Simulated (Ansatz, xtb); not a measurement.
# A family of molecules: the atomisation energy (no zero-point term)

All atoms of one element are swapped for its congeners: CHF3 (trifluoromethane) `FC(F)F`; CHBr3 (bromoform) `BrC(Br)Br`; CHI3 (iodoform) `IC(I)I`. The Cl member is missing. All are singlets with charge 0.

Shapes, held fixed at every level: PBE0-D4/def2-TZVP. Programs: Ansatz 0.2.0, xtb 6.7.1, xtb 6.7.1 later snapshot. Values in eV.

```json
{"level": "GFN0-xTB", "CHF3": "16.84", "CHBr3": "13.14", "CHI3": "12.98"}
{"level": "SPW92/def2-TZVPP", "CHF3": "24.26", "CHBr3": "16.44", "CHI3": "14.70"}
{"level": "B3LYP-D4/def2-TZVPP", "CHF3": "19.72", "CHBr3": "13.14", "CHI3": "11.70"}
{"level": "wB97X-V/def2-TZVPP", "CHF3": "19.95", "CHBr3": "13.29", "CHI3": "11.74"}
{"level": "MP2/def2-SVP", "CHF3": "19.72", "CHBr3": "12.67", "CHI3": "11.02"}
{"level": "MP2/def2-TZVPP", "CHF3": "20.28", "CHBr3": "13.66", "CHI3": "12.30"}
{"level": "CCSD(T)/def2-SVP", "CHF3": "18.90", "CHBr3": "12.12", "CHI3": "10.53"}
{"level": "CCSD(T)/def2-TZVPP", "CHF3": "19.34", "CHBr3": "12.95", "CHI3": "11.51"}
```

At CCSD(T)/def2-TZVPP the atomisation energy falls at every step, from 19.34 to 11.51 eV. Every level shows the same order. For atoms past krypton def2 sets carry core potentials with scalar relativity. Relativity is left out for Br unless named. Correlated rows may include outer-core shells of Br, I, which these sets cover unevenly. GFN0-xTB strays far from the other rows. xTB rows lack spin polarisation. Spin-orbit coupling, which grows down the group, is left out (summed over each molecule's free atoms 0.05, 0.46, 0.95 eV).

The weakening from fluoroform to iodoform is chiefly a carbon-halogen effect, since all three molecules share a single C–H bond. Fluorine's compact 2p orbitals overlap well with carbon, and its high electronegativity adds strong polar character to the bond. Several fluorines on one carbon reinforce this further. Bromine and iodine offer more diffuse valence p orbitals and much less polar bonds, so the drop from F to Br far exceeds that from Br to I, although the first step also skips a period.

Spin-orbit coupling would sharpen the trend rather than overturn it: it stabilises the open-shell free halogen atoms more than the closed-shell molecules, lowering the atomisation energy most for iodoform. The local functional SPW92 overbinds all three molecules relative to CCSD(T) in the same basis, probably because its exchange error cancels poorly between molecule and free atoms. The ordering supports weaker carbon-halogen bonding on average, but these totals don't give the energy for breaking the first carbon-halogen bond, which also depends on how the remaining radical relaxes.
